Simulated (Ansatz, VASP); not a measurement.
# One calculation of In6O, two programs

```
In O
1.0
     3.39214    0.00000    0.00000
    -1.69607    2.93768    0.00000
     0.00000    0.00000   16.96321
In O
6 1
Direct
  0.66667 0.33333 0.91037
  0.33333 0.66667 0.08963
  0.00000 0.00000 0.73902
  0.66667 0.33333 0.42176
  0.33333 0.66667 0.57824
  0.00000 0.00000 0.26098
  0.00000 0.00000 0.00000
```

Alike in both runs: functional PBE; k mesh 6 × 6 × 1; occupations gaussian, width 0.2 eV; no spin polarisation.

Ansatz relaxed the structure, and its values are those at the end. VASP's run is a single point on that final structure, the one shown.

```csv
,VASP,Ansatz
version,VASP 6.6.1,Ansatz 0.2.0
potentials or method,"VASP PAW PBE potentials, release 64 (In_d, O)","scalar-relativistic, plane waves, PAW"
plane-wave cutoff (eV),520,420
valence electrons in the cell,84,84
```

|  | VASP | Ansatz | Ansatz less VASP |
| --- | --- | --- | --- |
| gap on the k mesh at the Fermi level (eV) | none | none | - |
| pressure (GPa) | -0.1 | 0.0 | +0.05 |
| rms of the force components (eV/Å) | 0.008 | 0.007 | -0.0014 |

A gap of «none» marks a metal or a gap that the smearing closes.

Caveats: the k mesh is coarse (spacing up to 0.37 Å⁻¹), so the values aren't converged.
